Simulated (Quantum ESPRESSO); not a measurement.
# AlN (P6_3mc) in Quantum ESPRESSO: notebook, part 3 of 3

Quantum ESPRESSO 7.5. Earlier steps stand in the parts before.

## Step 4: Phonons, RPBE

pw.in reads:

```
&CONTROL
  calculation = 'scf'
  prefix = 'pwscf'
  outdir = './tmp'
  pseudo_dir = './pseudo'
  tprnfor = .true.
  tstress = .true.
  disk_io = 'low'
/
&SYSTEM
  ibrav = 0
  celldm(1) = 8
  nat = 4
  ntyp = 2
  ecutwfc = 45
  ecutrho = 360
  nbnd = 14
  input_dft = 'rpbe'
  occupations = 'smearing'
  smearing = 'fd'
  degauss = 0.00367493
/
&ELECTRONS
  conv_thr = 8d-10
  electron_maxstep = 120
  mixing_beta = 0.5
/
ATOMIC_SPECIES
Al    26.9815 al_pbe_v1.uspp.F.UPF
N     14.0070 n_pbe_v1.2.uspp.F.UPF
CELL_PARAMETERS alat
  0.7353396782450   0.0000000000000   0.0000000000000
 -0.3676698391225   0.6368228417753   0.0000000000000
  0.0000000000000   0.0000000000000   1.1765907283451
ATOMIC_POSITIONS crystal
Al     0.6666666667    0.3333333333    0.5000000000
Al     0.3333333333    0.6666666667    0.0000000000
N      0.6666666667    0.3333333333    0.8800000000
N      0.3333333333    0.6666666667    0.3800000000
K_POINTS automatic
6 6 4 0 0 1
```

relax.in reads:

```
&CONTROL
  calculation = 'vc-relax'
  prefix = 'pwscf'
  outdir = './tmp'
  pseudo_dir = './pseudo'
  tprnfor = .true.
  tstress = .true.
  disk_io = 'low'
  nstep = 40
  forc_conv_thr = 0.0001
  etot_conv_thr = 1d-06
/
&SYSTEM
  ibrav = 0
  celldm(1) = 8
  nat = 4
  ntyp = 2
  ecutwfc = 45
  ecutrho = 360
  nbnd = 14
  input_dft = 'rpbe'
  occupations = 'smearing'
  smearing = 'fd'
  degauss = 0.00367493
/
&ELECTRONS
  conv_thr = 8d-10
  electron_maxstep = 120
  mixing_beta = 0.5
/
&IONS
  ion_dynamics = 'bfgs'
/
&CELL
  cell_dynamics = 'bfgs'
  press = 0
  press_conv_thr = 0.2
/
ATOMIC_SPECIES
Al    26.9815 al_pbe_v1.uspp.F.UPF
N     14.0070 n_pbe_v1.2.uspp.F.UPF
CELL_PARAMETERS alat
  0.7353396782450   0.0000000000000   0.0000000000000
 -0.3676698391225   0.6368228417753   0.0000000000000
  0.0000000000000   0.0000000000000   1.1765907283451
ATOMIC_POSITIONS crystal
Al     0.6666666667    0.3333333333    0.5000000000
Al     0.3333333333    0.6666666667    0.0000000000
N      0.6666666667    0.3333333333    0.8800000000
N      0.3333333333    0.6666666667    0.3800000000
K_POINTS automatic
6 6 4 0 0 1
```

scf2.in reads:

```
&CONTROL
  calculation = 'scf'
  prefix = 'pwscf'
  outdir = './tmp'
  pseudo_dir = './pseudo'
  tprnfor = .true.
  tstress = .true.
  disk_io = 'low'
/
&SYSTEM
  ibrav = 0
  celldm(1) = 8
  nat = 4
  ntyp = 2
  ecutwfc = 45
  ecutrho = 360
  nbnd = 14
  input_dft = 'rpbe'
  occupations = 'fixed'
/
&ELECTRONS
  conv_thr = 1d-13
  electron_maxstep = 120
  mixing_beta = 0.5
  startingpot = 'file'
  startingwfc = 'file'
/
ATOMIC_SPECIES
Al    26.9815 al_pbe_v1.uspp.F.UPF
N     14.0070 n_pbe_v1.2.uspp.F.UPF
CELL_PARAMETERS alat
  0.7424834555551   0.0000000000000   0.0000000000000
 -0.3712417277776   0.6430095344004   0.0000000000000
  0.0000000000000   0.0000000000000   1.1912913770403
ATOMIC_POSITIONS crystal
Al     0.6666666666    0.3333333332    0.4993332796
Al     0.3333333332    0.6666666666   -0.0006667204
N      0.6666666666    0.3333333332    0.8806667204
N      0.3333333332    0.6666666666    0.3806667204
K_POINTS automatic
6 6 4 0 0 1
```

ph.in reads:

```
phonons of AlN
&INPUTPH
  prefix = 'pwscf'
  outdir = './tmp'
  tr2_ph = 1d-18
  fildyn = 'dyn'
  niter_ph = 90
  alpha_mix(1) = 0.7
  epsil = .true.
/
0.0000000000 0.0000000000 0.0000000000
```

dynmat.in reads:

```
&INPUT
  fildyn = 'dyn'
  asr = 'crystal'
  lperm = .true.
  filout = 'dynmat.disp'
  fileig = 'dynmat.eig'
/
```

dynmat_lo.in reads:

```
&INPUT
  fildyn = 'dyn'
  asr = 'crystal'
  filout = 'dynmat_lo.disp'
  fileig = 'dynmat_lo.eig'
  q(1) = 0
  q(2) = 0
  q(3) = 1
/
```

Potentials or basis: GBRV 1.5 PBE.

Command:

```bash
OMP_NUM_THREADS=1 mpirun -n 4 pw.x -nk 2 -in pw.in > pw.out
OMP_NUM_THREADS=1 mpirun -n 4 pw.x -nk 2 -in relax.in > relax.out
OMP_NUM_THREADS=1 mpirun -n 4 pw.x -nk 2 -in scf2.in > scf2.out
OMP_NUM_THREADS=1 mpirun -n 4 ph.x -nk 2 -in ph.in > ph.out
OMP_NUM_THREADS=1 mpirun -n 1 dynmat.x -in dynmat.in > dynmat.out
OMP_NUM_THREADS=1 mpirun -n 1 dynmat.x -in dynmat_lo.in > dynmat_lo.out
```

pw.out:

```text
This program is part of the open-source Quantum ESPRESSO suite
     for quantum simulation of materials; please cite
         "P. Giannozzi et al., J. Phys.:Condens. Matter 21 395502 (2009);
         "P. Giannozzi et al., J. Phys.:Condens. Matter 29 465901 (2017);
         "P. Giannozzi et al., J. Chem. Phys. 152 154105 (2020);
     in publications or presentations arising from this work. More details at

     IMPORTANT: XC functional enforced from input :
     Exchange-correlation= RPBE
                           (   1   4  44   4   0   0   0)
     Any further DFT definition will be discarded
     Please, verify this is what you really want

     Message from routine setup:
     using ibrav=0 with symmetry is DISCOURAGED, use correct ibrav instead

     K-points division:     npool     =       2
     Subspace diagonalization in iterative solution of the eigenvalue problem:
     a serial algorithm will be used

     --------------------
     sticks:   dense  smooth     PW     G-vecs:    dense   smooth      PW
     Min         423     216     63                16269     5780     980
     Max         424     217     64                16278     5781     981
     Sum         847     433    127                32547    11561    1961

     Using Slab Decomposition

     bravais-lattice index     =            0
     lattice parameter (alat)  =       8.0000  a.u.
     unit-cell volume          =     282.0993 (a.u.)^3
     number of atoms/cell      =            4
     number of atomic types    =            2
[... 89 lines left out ...]
     ethr =  1.00E-02,  avg # of iterations =  3.8

     total energy              =     -53.78564893 Ry
     estimated scf accuracy    <       1.25580771 Ry
[... 57 lines left out ...]
     iteration # 10     ecut=    45.00 Ry     beta= 0.50
     Davidson diagonalization with overlap
     ethr =  3.20E-11,  avg # of iterations =  2.0

     End of self-consistent calculation

          k = 0.0000 0.0000 0.1062 (  1442 PWs)   bands (ev):

    -7.9509  -5.9708   1.4115   6.3620   6.3620   6.8321   6.9782   6.9782
    11.7578  13.9358  17.7298  18.3462  18.3462  19.7998
[... 23 lines left out ...]
    -6.3757  -5.8310   2.2486   2.7990   4.9204   5.6967   6.1573   6.1916
    12.8763  13.6115  16.3499  17.2309  18.5120  19.2133

          k = 0.0000-0.7851 0.1062 (  1428 PWs)   bands (ev):

    -6.0109  -5.3644   1.6687   2.8239   4.0691   5.1373   5.6192   6.4435
    12.7720  13.1211  15.8672  17.1967  18.3071  19.4360

          k = 0.0000-0.7851 0.3187 (  1448 PWs)   bands (ev):

    -5.8068  -5.5347   1.4761   1.9205   5.2645   5.4700   6.0040   6.0963
    12.2579  13.0001  16.2596  16.9745  18.5516  19.3940

          k = 0.2267 0.3926 0.1062 (  1441 PWs)   bands (ev):
[... 26 lines left out ...]
    -5.4674  -5.4674   2.4697   2.4697   2.9459   3.8101   6.1877   6.1877
    13.9504  15.2030  15.3267  15.3267  19.0351  19.0351

     the Fermi energy is     9.5183 ev

!    total energy              =     -54.15851007 Ry
     estimated scf accuracy    <          1.5E-10 Ry
     smearing contrib. (-TS)   =       0.00000000 Ry
     internal energy E=F+TS    =     -54.15851007 Ry

     The total energy is F=E-TS. E is the sum of the following terms:
     one-electron contribution =      -2.27405054 Ry
     hartree contribution      =      11.49149323 Ry
     xc contribution           =     -19.88950449 Ry
     ewald contribution        =     -43.48644828 Ry

     convergence has been achieved in  10 iterations

     Forces acting on atoms (cartesian axes, Ry/au):

     atom    1 type  1   force =    -0.00000000   -0.00000000   -0.00509809
     atom    2 type  1   force =    -0.00000000   -0.00000000   -0.00509809
     atom    3 type  2   force =     0.00000000   -0.00000000    0.00509809
     atom    4 type  2   force =     0.00000000    0.00000000    0.00509809

     Total force =     0.010196     Total SCF correction =     0.000001

     Computing stress (Cartesian axis) and pressure

          total   stress  (Ry/bohr**3)                   (kbar)     P=       63.48
   0.00039483   0.00000000  -0.00000000           58.08        0.00       -0.00
  -0.00000000   0.00039483  -0.00000000           -0.00       58.08       -0.00
   0.00000000   0.00000000   0.00050503            0.00        0.00       74.29

=------------------------------------------------------------------------------=
   JOB DONE.
=------------------------------------------------------------------------------=
```

relax.out:

```text
This program is part of the open-source Quantum ESPRESSO suite
     for quantum simulation of materials; please cite
         "P. Giannozzi et al., J. Phys.:Condens. Matter 21 395502 (2009);
         "P. Giannozzi et al., J. Phys.:Condens. Matter 29 465901 (2017);
         "P. Giannozzi et al., J. Chem. Phys. 152 154105 (2020);
[... 1310 lines left out ...]
  -0.00000000   0.00000007   0.00000000           -0.00        0.01        0.00
   0.00000000   0.00000000  -0.00000235            0.00        0.00       -0.35

=------------------------------------------------------------------------------=
   JOB DONE.
=------------------------------------------------------------------------------=
```

It took 3.3 min on 4 MPI ranks of AMD EPYC (Zen 3), shared host; peak memory 0.28 GiB.

Results:

| Quantity | Value |
| --- | --- |
| Free energy | -736.8916 eV |
| Relaxed volume | 10.79 Å³/atom |
| Relaxed cell | a = 3.143 Å, b = 3.143 Å, c = 5.043 Å, α = 90.00°, β = 90.00°, γ = 120.00° |
| Space group after relaxing (to 0.05 Å) | P6_3mc (No. 186) |
| Pressure after relaxing | 0.0 GPa |
| Electronic dielectric tensor (diagonal) | 4.52, 4.52, 4.68 |
| Born charges (mean of the diagonal) | Al +2.59; N -2.61 e |
| Highest phonon frequency at Γ, LO-TO splitting left out | 699 cm⁻¹ |
| Static dielectric tensor (diagonal) | 8.47, 8.47, 9.96 |

The path:
```
step  energy change (eV)  largest force (eV/Å)  pressure (GPa)  volume (Å³)
   1              0.0000                0.1311            6.35        41.80
   2             -0.0272                0.0145           -0.07        43.17
   3             -0.0272                0.0054           -0.01        43.15
   4             -0.0272                0.0020            0.00        43.15
   5             -0.0272                0.0003            0.01        43.15
```

Final structure:
```
Al N
1.0
     3.14324    0.00000    0.00000
    -1.57162    2.72213    0.00000
     0.00000    0.00000    5.04323
Al N
2 2
Direct
  0.66667 0.33333 0.49933
  0.33333 0.66667 0.99933
  0.66667 0.33333 0.88067
  0.33333 0.66667 0.38067
```

Levels at points of the mesh, in eV from the valence-band top:
```
           k point  band 5  band 6  band 7  band 8  band 9  band 10  band 11  band 12
(0.00, 0.00, 0.12)   -0.60   -0.14    0.00    0.00    4.51     6.71    10.50    11.16
```

Phonon frequencies in cm⁻¹ (negative: imaginary):
```
              q point                                 frequencies
(0.000, 0.000, 0.000)  9 9 12 237 237 530 584 624 624 638 638 699
```

Electronic dielectric tensor:
```
4.52 0.00 0.00
0.00 4.52 0.00
0.00 0.00 4.68
```

Born effective charge tensors (e):
atom 1, Al
```
2.54 0.00 0.00
0.00 2.54 0.00
0.00 0.00 2.70
```
atom 2, Al
```
2.54 0.00 0.00
0.00 2.54 0.00
0.00 0.00 2.70
```
atom 3, N
```
-2.56  0.00  0.00
 0.00 -2.56  0.00
 0.00  0.00 -2.70
```
atom 4, N
```
-2.56  0.00  0.00
 0.00 -2.56  0.00
 0.00  0.00 -2.70
```

Optical modes at Γ, degenerate ones joined, polar ones without the macroscopic field:
```
cm⁻¹  components  symmetry     active in  IR intensity, summed ((D/Å)²/amu)
 237           2        E2         Raman                               0.00
 530           1        B1        silent                               0.00
 584           1        A1  IR and Raman                              36.44
 624           2        E2         Raman                               0.00
 638           2        E1  IR and Raman                              64.98
 699           1        B1        silent                               0.00
```

Zone-centre frequencies without and with the macroscopic field along z (cm⁻¹):
|  | optical modes in rising order |
| --- | --- |
| without | 237 237 530 584 624 624 638 638 699 |
| with the field | 237 237 530 624 624 638 638 699 852 |

Static dielectric tensor, electrons and zone-centre modes:
```
8.47 0.00 0.00
0.00 8.47 0.00
0.00 0.00 9.96
```

Caveat: the potentials were made for another functional, which shifts forces and pressure.

## Step 5: Phonons, revPBE

Edit pw.in of step 4 so:

```diff
@@ -17,3 +17,3 @@
   nbnd = 14
-  input_dft = 'rpbe'
+  input_dft = 'revpbe'
   occupations = 'smearing'
```

Edit relax.in of step 4 so:

```diff
@@ -20,3 +20,3 @@
   nbnd = 14
-  input_dft = 'rpbe'
+  input_dft = 'revpbe'
   occupations = 'smearing'
```

scf2.in reads:

```
&CONTROL
  calculation = 'scf'
  prefix = 'pwscf'
  outdir = './tmp'
  pseudo_dir = './pseudo'
  tprnfor = .true.
  tstress = .true.
  disk_io = 'low'
/
&SYSTEM
  ibrav = 0
  celldm(1) = 8
  nat = 4
  ntyp = 2
  ecutwfc = 45
  ecutrho = 360
  nbnd = 14
  input_dft = 'revpbe'
  occupations = 'fixed'
/
&ELECTRONS
  conv_thr = 1d-13
  electron_maxstep = 120
  mixing_beta = 0.5
  startingpot = 'file'
  startingwfc = 'file'
/
ATOMIC_SPECIES
Al    26.9815 al_pbe_v1.uspp.F.UPF
N     14.0070 n_pbe_v1.2.uspp.F.UPF
CELL_PARAMETERS alat
  0.7417829332242   0.0000000000000   0.0000000000000
 -0.3708914666121   0.6424028642659   0.0000000000000
  0.0000000000000   0.0000000000000   1.1900711889130
ATOMIC_POSITIONS crystal
Al     0.6666666666    0.3333333332    0.4993240361
Al     0.3333333332    0.6666666666   -0.0006759639
N      0.6666666666    0.3333333332    0.8806759639
N      0.3333333332    0.6666666666    0.3806759639
K_POINTS automatic
6 6 4 0 0 1
```

ph.in is that of step 4.

dynmat.in is that of step 4.

dynmat_lo.in is that of step 4.

Potentials or basis: GBRV 1.5 PBE.

Command:

```bash
OMP_NUM_THREADS=1 mpirun -n 4 pw.x -nk 2 -in pw.in > pw.out
OMP_NUM_THREADS=1 mpirun -n 4 pw.x -nk 2 -in relax.in > relax.out
OMP_NUM_THREADS=1 mpirun -n 4 pw.x -nk 2 -in scf2.in > scf2.out
OMP_NUM_THREADS=1 mpirun -n 4 ph.x -nk 2 -in ph.in > ph.out
OMP_NUM_THREADS=1 mpirun -n 1 dynmat.x -in dynmat.in > dynmat.out
OMP_NUM_THREADS=1 mpirun -n 1 dynmat.x -in dynmat_lo.in > dynmat_lo.out
```

pw.out:

```text
This program is part of the open-source Quantum ESPRESSO suite
     for quantum simulation of materials; please cite
         "P. Giannozzi et al., J. Phys.:Condens. Matter 21 395502 (2009);
         "P. Giannozzi et al., J. Phys.:Condens. Matter 29 465901 (2017);
         "P. Giannozzi et al., J. Chem. Phys. 152 154105 (2020);
     in publications or presentations arising from this work. More details at

     IMPORTANT: XC functional enforced from input :
     Exchange-correlation= REVPBE
                           (   1   4   4   4   0   0   0)
     Any further DFT definition will be discarded
     Please, verify this is what you really want

     Message from routine setup:
     using ibrav=0 with symmetry is DISCOURAGED, use correct ibrav instead

     K-points division:     npool     =       2
[... 206 lines left out ...]

          k = 0.0000-0.7851 0.3187 (  1448 PWs)   bands (ev):

    -5.8259  -5.5532   1.4442   1.8894   5.2405   5.4474   5.9826   6.0748
    12.2133  12.9560  16.2162  16.9301  18.5116  19.3553

          k = 0.2267 0.3926 0.1062 (  1441 PWs)   bands (ev):
[... 26 lines left out ...]
    -5.4856  -5.4856   2.4396   2.4396   2.9159   3.7820   6.1662   6.1662
    13.9079  15.1630  15.2855  15.2855  18.9955  18.9955

     the Fermi energy is     9.4817 ev

!    total energy              =     -54.14216307 Ry
     estimated scf accuracy    <          1.3E-10 Ry
     smearing contrib. (-TS)   =       0.00000000 Ry
     internal energy E=F+TS    =     -54.14216307 Ry

     The total energy is F=E-TS. E is the sum of the following terms:
     one-electron contribution =      -2.25657652 Ry
     hartree contribution      =      11.46828162 Ry
     xc contribution           =     -19.86741989 Ry
     ewald contribution        =     -43.48644828 Ry

     convergence has been achieved in  10 iterations

     Forces acting on atoms (cartesian axes, Ry/au):

     atom    1 type  1   force =    -0.00000000   -0.00000000   -0.00506957
     atom    2 type  1   force =     0.00000000    0.00000000   -0.00506957
     atom    3 type  2   force =     0.00000000   -0.00000000    0.00506957
     atom    4 type  2   force =     0.00000000    0.00000000    0.00506957

     Total force =     0.010139     Total SCF correction =     0.000001

     Computing stress (Cartesian axis) and pressure

          total   stress  (Ry/bohr**3)                   (kbar)     P=       57.83
   0.00035605   0.00000000   0.00000000           52.38        0.00        0.00
   0.00000000   0.00035605   0.00000000            0.00       52.38        0.00
   0.00000000   0.00000000   0.00046732            0.00        0.00       68.75

=------------------------------------------------------------------------------=
   JOB DONE.
=------------------------------------------------------------------------------=
```

relax.out:

```text
This program is part of the open-source Quantum ESPRESSO suite
     for quantum simulation of materials; please cite
         "P. Giannozzi et al., J. Phys.:Condens. Matter 21 395502 (2009);
         "P. Giannozzi et al., J. Phys.:Condens. Matter 29 465901 (2017);
         "P. Giannozzi et al., J. Chem. Phys. 152 154105 (2020);
[... 1303 lines left out ...]
  -0.00000000   0.00000030   0.00000000           -0.00        0.04        0.00
   0.00000000   0.00000000  -0.00000218            0.00        0.00       -0.32

=------------------------------------------------------------------------------=
   JOB DONE.
=------------------------------------------------------------------------------=
```

Run time: 3.5 min. Hardware: 4 MPI ranks of AMD EPYC (Zen 3), shared host; peak memory 0.28 GiB.

Results:

```yaml
Free_energy: -736.6647 eV
Relaxed_volume: 10.76 Å³/atom
Relaxed_cell: a = 3.140 Å, b = 3.140 Å, c = 5.038 Å, α = 90.00°, β = 90.00°, γ = 120.00°
Space_group_after_relaxing_to_0.05_Å: P6_3mc (No. 186)
Pressure_after_relaxing: 0.0 GPa
Electronic_dielectric_tensor_diagonal: 4.53, 4.53, 4.69
Born_charges_mean_of_the_diagonal: Al +2.59; N -2.60 e
Highest_phonon_frequency_at_Γ_LO-TO_splitting_left_out: 701 cm⁻¹
Static_dielectric_tensor_diagonal: 8.45, 8.45, 9.92
```

The path:
```
step  energy change (eV)  largest force (eV/Å)  pressure (GPa)  volume (Å³)
   1              0.0000                0.1303            5.78        41.80
   2             -0.0227                0.0148           -0.08        43.05
   3             -0.0228                0.0059           -0.01        43.03
   4             -0.0228                0.0021            0.01        43.03
   5             -0.0228                0.0004            0.01        43.03
```

Final structure:
```yaml
crystal:
  lattice:
    - [3.14028, 0.00000, 0.00000]
    - [-1.57014, 2.71956, 0.00000]
    - [0.00000, 0.00000, 5.03807]
  atoms:
    - { symbol: Al, position: [0.66667, 0.33333, 0.49932] }
    - { symbol: Al, position: [0.33333, 0.66667, 0.99932] }
    - { symbol: N, position: [0.66667, 0.33333, 0.88068] }
    - { symbol: N, position: [0.33333, 0.66667, 0.38068] }
```

Phonon frequencies in cm⁻¹ (negative: imaginary):
```tsv
q point	frequencies
(0.000, 0.000, 0.000)	8 8 12 236 236 532 587 627 627 641 641 701
```

Electronic dielectric tensor:
```
4.53 0.00 0.00
0.00 4.53 0.00
0.00 0.00 4.69
```

Born effective charge tensors (e):
atom 1, Al
```
2.54 0.00 0.00
0.00 2.54 0.00
0.00 0.00 2.70
```
atom 2, Al
```
2.54 0.00 0.00
0.00 2.54 0.00
0.00 0.00 2.70
```
atom 3, N
```
-2.56  0.00  0.00
 0.00 -2.56  0.00
 0.00  0.00 -2.70
```
atom 4, N
```
-2.56  0.00  0.00
 0.00 -2.56  0.00
 0.00  0.00 -2.70
```

Optical modes at Γ, degenerate ones joined, polar ones without the macroscopic field:
| cm⁻¹ | components | symmetry | active in | IR intensity, summed ((D/Å)²/amu) |
| --- | --- | --- | --- | --- |
| 236 | 2 | E2 | Raman | 0.00 |
| 532 | 1 | B1 | silent | 0.00 |
| 587 | 1 | A1 | IR and Raman | 36.41 |
| 627 | 2 | E2 | Raman | 0.00 |
| 641 | 2 | E1 | IR and Raman | 64.90 |
| 701 | 1 | B1 | silent | 0.00 |

Zone-centre frequencies without and with the macroscopic field along z (cm⁻¹):
```
                      optical modes in rising order
       without  236 236 532 587 627 627 641 641 701
with the field  236 236 532 627 627 641 641 701 854
```

Static dielectric tensor, electrons and zone-centre modes:
```
8.45 0.00 0.00
0.00 8.45 0.00
0.00 0.00 9.92
```

Caveat: the potentials were made for another functional, which shifts forces and pressure.

## Step 6: Overview

```csv
level,potentials or basis,form of the LDA correlation,pressure (GPa)
LDA,GBRV 1.5 LDA,PZ81,0.0
PBE,GBRV 1.5 PBE,-,0.0
RPBE,GBRV 1.5 PBE,-,0.0
revPBE,GBRV 1.5 PBE,-,0.0
```

Alike in all rows: task phonons; no spin polarisation; cell relaxed; k mesh 6 × 6 × 4, shifted; cutoff (eV) 612; smearing fermi-dirac 0.05 eV.

Caveats: the potentials were made for another functional, which shifts forces and pressure (some runs).

Total energies depend on the potentials used, so only differences within one code and one set of settings carry meaning.
